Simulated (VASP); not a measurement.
Output of a VASP run:

File OUTCAR:
```
 ion  position               nearest neighbor table
   1  0.000  0.000  0.000-   3 2.18   3 2.18   3 2.18   2 2.18   2 2.18   2 2.18   3 2.18   2 2.18
  LATTYP: Found a face centered cubic cell.
 ALAT       =     5.0379418742
 Subroutine PRICEL returns:
 Original cell was already a primitive cell.
 Subroutine GETGRP returns: Found 48 space group operations
The static configuration has the point symmetry O_h .
The dynamic configuration has the point symmetry O_h .
 Subroutine INISYM returns: Found 48 space group operations
 Subroutine IBZKPT returns following result:
 Found     20 irreducible k-points:

 Following reciprocal coordinates:
            Coordinates               Weight
  0.000000  0.000000  0.000000      1.000000
  0.142857  0.000000  0.000000      8.000000
  0.285714  0.000000  0.000000      8.000000
  0.428571  0.000000  0.000000      8.000000
  0.142857  0.142857  0.000000      6.000000
  0.285714  0.142857  0.000000     24.000000
  0.428571  0.142857  0.000000     24.000000
 -0.428571  0.142857  0.000000     24.000000
 -0.285714  0.142857  0.000000     24.000000
 -0.142857  0.142857  0.000000     12.000000
  0.285714  0.285714  0.000000      6.000000
  0.428571  0.285714  0.000000     24.000000
 -0.428571  0.285714  0.000000     24.000000
 -0.285714  0.285714  0.000000     12.000000
  0.428571  0.428571  0.000000      6.000000
 -0.428571  0.428571  0.000000     12.000000
  0.428571  0.285714  0.142857     24.000000
 -0.428571  0.285714  0.142857     48.000000
 -0.428571  0.428571  0.142857     24.000000
 -0.285714  0.428571  0.142857     24.000000
   k-points           NKPTS =     20   k-points in BZ     NKDIM =     20   number of bands    NBANDS=     16
   number of dos      NEDOS =    301   number of ions     NIONS =      3
   total plane-waves  NPLWV =  21952
   dimension x,y,z NGX =    28 NGY =   28 NGZ =   28
   dimension x,y,z NGXF=    56 NGYF=   56 NGZF=   56
   ions per type =               1   2
   PREC   = accura    normal or accurate (medium, high low for compatibility)
   ISTART =      0    job   : 0-new  1-cont  2-samecut
   ICHARG =      2    charge: 1-file 2-atom 10-const
   ISPIN  =      1    spin polarized calculation?
   LNONCOLLINEAR =      F non collinear calculations
   LSORBIT =      F    spin-orbit coupling
   INIWAV =      1    electr: 0-lowe 1-rand  2-diag
   ENCUT  =  520.0 eV  38.22 Ry    6.18 a.u.   6.62  6.62  6.62*2*pi/ulx,y,z
   NELM   =    100;   NELMIN=  2; NELMDL= -5     # of ELM steps
   EDIFF  = 0.1E-06   stopping-criterion for ELM
   LREAL  =      F    real-space projection
   NLSPLINE    = F    spline interpolate recip. space projectors
   LMAXMIX     =    4 max onsite mixed and CHGCAR
   VOSKOWN=      0    Vosko Wilk Nusair interpolation
   EDIFFG = 0.1E-05   stopping-criterion for IOM
   NSW    =      0    number of steps for IOM
   NBLOCK =      1;   KBLOCK =      1    inner block; outer block
   IBRION =     -1    ionic relax: 0-MD 1-quasi-New 2-CG
   NFREE  =      0    steps in history (QN), initial steepest desc. (CG)
   ISIF   =      2    stress and relaxation
   ISYM   =      2    0-nonsym 1-usesym 2-fastsym
   TEIN   =    0.0    initial temperature
   TEBEG  =    0.0;   TEEND  =   0.0 temperature during run
   SMASS  =  -3.00    Nose mass-parameter (am)
   PSTRESS=    0.0 pullay stress
   NELECT =      24.0000    total number of electrons
   EFERMI =   0.00;   METHOD = LEGACY
   ISMEAR =     0;   SIGMA  =   0.05  broadening in eV -4-tet -1-fermi 0-gaus
   IALGO  =     38    algorithm
   LDIAG  =      T    sub-space diagonalisation (order eigenvalues)
   IMIX   =      4    mixing-type and parameters
     AMIX     =   0.40;   BMIX     =  1.00
     AMIX_MAG =   1.60;   BMIX_MAG =  1.00
     AMIN     =   0.10
   GGA     = RE    functional components
   VOSKOWN =     0    Vosko Wilk Nusair interpolation
   LHFCALC =     F    Hartree Fock is set to
   LHFONE  =     F    Hartree Fock one center treatment
   AEXX    =    0.0000 exact exchange contribution
...
```

OSZICAR:
```
       N       E                     dE             d eps       ncg     rms          rms(c)
DAV:   1     0.194807559235E+03    0.19481E+03   -0.14870E+04   640   0.154E+03
DAV:   2    -0.256062394629E+02   -0.22041E+03   -0.21713E+03   824   0.389E+02
DAV:   3    -0.333229264739E+02   -0.77167E+01   -0.77101E+01   936   0.744E+01
DAV:   4    -0.335256031469E+02   -0.20268E+00   -0.20265E+00   904   0.956E+00
DAV:   5    -0.335287061515E+02   -0.31030E-02   -0.31030E-02   840   0.918E-01    0.263E+01
DAV:   6    -0.273175439707E+02    0.62112E+01   -0.34610E+01   688   0.472E+01    0.105E+01
DAV:   7    -0.273186428838E+02   -0.10989E-02   -0.12956E+00   920   0.942E+00    0.647E+00
DAV:   8    -0.273126410519E+02    0.60018E-02   -0.15831E-01   824   0.424E+00    0.464E-01
DAV:   9    -0.273135256882E+02   -0.88464E-03   -0.20288E-02   864   0.984E-01    0.307E-01
DAV:  10    -0.273152287345E+02   -0.17030E-02   -0.68192E-03   752   0.804E-01    0.172E-01
DAV:  11    -0.273152515089E+02   -0.22774E-04   -0.19654E-03   856   0.381E-01    0.158E-01
DAV:  12    -0.273152143810E+02    0.37128E-04   -0.31879E-04   696   0.150E-01    0.722E-03
DAV:  13    -0.273152166806E+02   -0.22996E-05   -0.22676E-05   856   0.343E-02    0.600E-03
DAV:  14    -0.273152171158E+02   -0.43522E-06   -0.37999E-06   800   0.135E-02    0.678E-03
DAV:  15    -0.273152169133E+02    0.20254E-06   -0.23987E-07   704   0.493E-03    0.943E-04
DAV:  16    -0.273152168872E+02    0.26117E-07   -0.22275E-08   432   0.136E-03
   1 F= -.27315217E+02 E0= -.27315217E+02  d E =-.482515E-16
```

**OUTCAR**
```
------------------------ aborting loop because EDIFF is reached ----------------------------------------
  FORCE on cell =-STRESS in cart. coord.  units (eV):
  Direction    XX          YY          ZZ          XY          YZ          ZX
  --------------------------------------------------------------------------------------
  Total        3.1567538      3.1567538      3.1567538      0.0000000     -0.0000000      0.0000000
  in kB      158.2165220    158.2165220    158.2165220      0.0000000     -0.0000000      0.0000000
  external PRESSURE =     158.2165220 kB  Pullay stress =       0.0000000 kB
  volume of cell :       31.97
      direct lattice vectors                 reciprocal lattice vectors
     0.000000000  2.518970937  2.518970937    -0.198493755  0.198493755  0.198493755
     2.518970937  0.000000000  2.518970937     0.198493755 -0.198493755  0.198493755
     2.518970937  2.518970937  0.000000000     0.198493755  0.198493755 -0.198493755
 POSITION                                       TOTAL-FORCE (eV/Angst)
 -----------------------------------------------------------------------------------
      0.00000      0.00000      0.00000         0.000000      0.000000      0.000000
      1.25949      1.25949      1.25949        -0.000000     -0.000000     -0.000000
      3.77846      3.77846      3.77846         0.000000      0.000000      0.000000
 -----------------------------------------------------------------------------------
    total drift:                                0.000000      0.000000      0.000000
  FREE ENERGIE OF THE ION-ELECTRON SYSTEM (eV)
  ---------------------------------------------------
  free  energy   TOTEN  =       -27.3152168872 eV

  energy  without entropy=      -27.3152168872  energy(sigma->0) =      -27.31521689
```
(Selected blocks of OUTCAR.)

POSCAR:
```
ZrO2
1
    0.0000000000     2.5189709371     2.5189709371
    2.5189709371     0.0000000000     2.5189709371
    2.5189709371     2.5189709371     0.0000000000
Zr O
1 2
Direct
  0.0000000000   0.0000000000   0.0000000000
  0.2500000000   0.2500000000   0.2500000000
  0.7500000000   0.7500000000   0.7500000000
```

Q: Write an INCAR and KPOINTS that could have produced this output.

A: Several could match; the one computed here: the input of the run itself, revPBE GGA, plane waves, VASP's PBE PAW potentials (set 64).

### KPOINTS
```
K-points
0
Gamma
 7 7 7
```

**INCAR**
```
# general
SYSTEM =ZrO2
PREC   =Accurate
ENCUT  =520   # plane-wave cut-off (eV)
LREAL  =.FALSE.   # projection in real space or not
LASPH  =.TRUE.   # aspherical one-centre terms

# electronic loop
EDIFF  =1E-7
NELM   =100   # most electronic steps
ALGO   =Normal   # blocked Davidson
LMAXMIX=4   # l cut-off of mixed one-centre charges

# smearing
ISMEAR =0   # Gaussian
SIGMA  =0.05   # width (eV)

# functional
GGA    =RE   # revPBE

# ions
ISIF   =2   # forces and stress, cell fixed

# output
LWAVE  =.FALSE.
LCHARG =.FALSE.
```

POTCAR, in this order: Zr_sv O (PBE.64 set). Program: vasp_std.

The compound is ZrO2 in the fluorite structure, the high-temperature cubic form, which is unstable at 0 K; the monoclinic form is the stable one. This cell is one point of a volume scan, at 0.94 of the reference volume.
